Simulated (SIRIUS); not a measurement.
A run of SIRIUS 7.10.0 is set up as follows.

The input sirius.json:

```json
{
  "control": {
    "processing_unit": "cpu",
    "verbosity": 1,
    "num_bands_to_print": 13,
    "print_forces": false,
    "print_stress": true
  },
  "parameters": {
    "electronic_structure_method": "pseudopotential",
    "xc_functionals": ["XC_GGA_X_PBE_SOL", "XC_GGA_C_PBE_SOL"],
    "gk_cutoff": 6.0,
    "pw_cutoff": 12.0,
    "ngridk": [6, 6, 5],
    "shiftk": [0, 0, 0],
    "smearing": "fermi_dirac",
    "smearing_width": 0.0018374661,
    "num_bands": 13,
    "num_mag_dims": 0,
    "num_dft_iter": 100,
    "energy_tol": 1e-08,
    "density_tol": 1e-06
  },
  "iterative_solver": {
    "type": "davidson",
    "min_tolerance": 1e-09,
    "tolerance_scale": [0.1, 0.25]
  },
  "mixer": {
    "type": "anderson",
    "beta": 0.7,
    "max_history": 8
  },
  "settings": {
    "tol_ne": 1e-10,
    "pseudo_grid_cutoff": 6.5
  },
  "unit_cell": {
    "lattice_vectors": [
      [7.380797811257, 0.0, 0.0],
      [-3.690389456998, 6.391960822024, 0.0],
      [0.0, 0.0, 7.779359948202]
    ],
    "atom_coordinate_units": "lattice",
    "atom_types": ["Si"],
    "atom_files": {
      "Si": "Si.json"
    },
    "atoms": {
      "Si": [
        [0.0, 0.5, 0.33333],
        [0.5, 0.5, 0.66667],
        [0.5, 0.0, 0.0]
      ]
    }
  }
}
```

Potentials or basis: PseudoDojo 0.4.1 PBE standard (scalar relativistic).

Run with:

```console
$ upf_to_json Si.upf
$ OMP_NUM_THREADS=1 sirius.scf --input=sirius.json --output=out.json --task=3 --volume_scale0=0.94 --volume_scale1=1.06 --num_eos_points=7
```

Problem. What does it give for the equilibrium volume?

Solution. 17.84 Å³/atom.

Problem. Estimate the bulk modulus at fixed shape and positions.

Solution. 100 GPa.

Problem. What does it give for the pressure derivative of the bulk modulus?

Solution. 4.0.

Energy against volume, from the lowest point:
| volume (Å³/atom) | energy (meV/atom) |
| --- | --- |
| 17.041 | 11.99 |
| 17.403 | 3.40 |
| 17.766 | 0.00 |
| 18.129 | 1.28 |
| 18.491 | 6.80 |
| 18.854 | 16.14 |
| 19.216 | 28.92 |

Caveat: the cell was scaled at fixed shape and fractional positions, which overstates the stiffness of a crystal with free parameters, most of all of layers and chains; the potentials were made for another functional, which shifts forces and pressure.
